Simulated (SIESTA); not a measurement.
Runs of SIESTA 5.4.2 on HgTe (Coloradoite). Symmetry: F-43m, No. 216, cubic system. Conventional cell: a = 6.429 Å, b = 6.429 Å, c = 6.429 Å, α = 90.00°, β = 90.00°, γ = 90.00°. Hg (site symmetry -43m) has 4 Te at 2.78 Å as nearest neighbours. Te (site symmetry -43m) has 4 Hg at 2.78 Å as nearest neighbours. 

```csv
task,level,potentials or basis,cell,k mesh,optimiser,force tolerance,stress tolerance (GPa),broadening (eV),window to (eV),grid cutoff,energy shift,gap on the mesh (eV),pressure (GPa),relaxed volume (Å³/atom)
relaxation of cell and atoms,LDA,"PseudoDojo 0.4 standard (LDA files), TZP (energy shift 0.002 Ry)",relaxed,5 × 5 × 5,Broyden,0.01 eV/Å,0.05,-,-,1200 Ry,0.002 Ry,none,0.0,(a)
band structure,PBE,"PseudoDojo 0.4 standard (PBE files), SZP (energy shift 0.002 Ry)",as given,7 × 7 × 7,-,-,-,-,-,800 Ry,0.002 Ry,1.51,(c),-
band structure,PBE,"PseudoDojo 0.4 standard (PBE files), SZP (energy shift 0.005 Ry)",as given,7 × 7 × 7,-,-,-,-,-,800 Ry,0.005 Ry,1.64,-4.6,-
band structure,vdW-DF-C09,"PseudoDojo 0.4 standard (PBE files), DZP (energy shift 0.002 Ry)",as given,7 × 7 × 7,-,-,-,-,-,800 Ry,0.002 Ry,none,3.4,-
band structure,VV10,"PseudoDojo 0.4 standard (PBE files), DZP (energy shift 0.002 Ry)",as given,7 × 7 × 7,-,-,-,-,-,800 Ry,0.002 Ry,none,6.2,-
single point,PBE,"PseudoDojo 0.4 standard (PBE files), DZP (energy shift 0.002 Ry)",as given,7 × 7 × 7,-,-,-,-,-,800 Ry,0.002 Ry,none,5.9,-
band structure,LDA,"PseudoDojo 0.4 standard (LDA files), DZP (energy shift 0.003 Ry; two zetas on semicore shells)",as given,7 × 7 × 7,-,-,-,-,-,800 Ry,0.003 Ry,none,0.8,-
relaxation of cell and atoms,WC,"PseudoDojo 0.4 standard (PBEsol files), DZP (energy shift 0.002 Ry)",relaxed,7 × 7 × 7,Broyden,0.02 eV/Å,-,-,-,800 Ry,0.002 Ry,none,0.0,(b)
optical spectrum,PBEsol,"PseudoDojo 0.4 standard (PBEsol files), TZP (energy shift 0.002 Ry)",as given,5 × 5 × 5,-,-,-,0.3 eV,40 eV,800 Ry,0.002 Ry,none,2.5,-
band structure,PBE,"PseudoDojo 0.4 standard (PBE files), DZP (energy shift 0.003 Ry; two zetas on semicore shells)",as given,7 × 7 × 7,-,-,-,-,-,800 Ry,0.003 Ry,none,5.3,-
single point,PBEsol,"PseudoDojo 0.4 standard (PBEsol files), DZP (energy shift 0.003 Ry; two zetas on semicore shells)",as given,7 × 7 × 7,-,-,-,-,-,800 Ry,0.003 Ry,none,2.5,-
```

Alike in all rows: no spin polarisation; smearing fermi-dirac 0.05 eV.

Q: Estimate the missing entries.

A: (a) 33.64; (b) 35.41; (c) -1.1.

Caveats: the valence orbitals were made in a potential fitted to the semicore shell under them, which widens gaps by tenths of an eV or more; the basis of atomic orbitals isn't converged, which shifts pressures, moduli and gaps; semicore shells carry a single zeta, which can move pressures by several GPa and volumes by a few percent (some runs); short orbitals over semicore shells can move pressures by several GPa (some runs); the potentials were made for another functional, which shifts forces and pressure (some runs); spin-orbit coupling is left out, which moves the levels of the heavy elements (some runs); the mesh misses the band edges, which the band path finds closer together (some runs).

A k mesh can miss the band edges, and the runs leave out spin-orbit coupling on Hg, Te.

A gap of «none» marks a metal or a gap under the smearing width.

Not every run made on this cell is shown here.
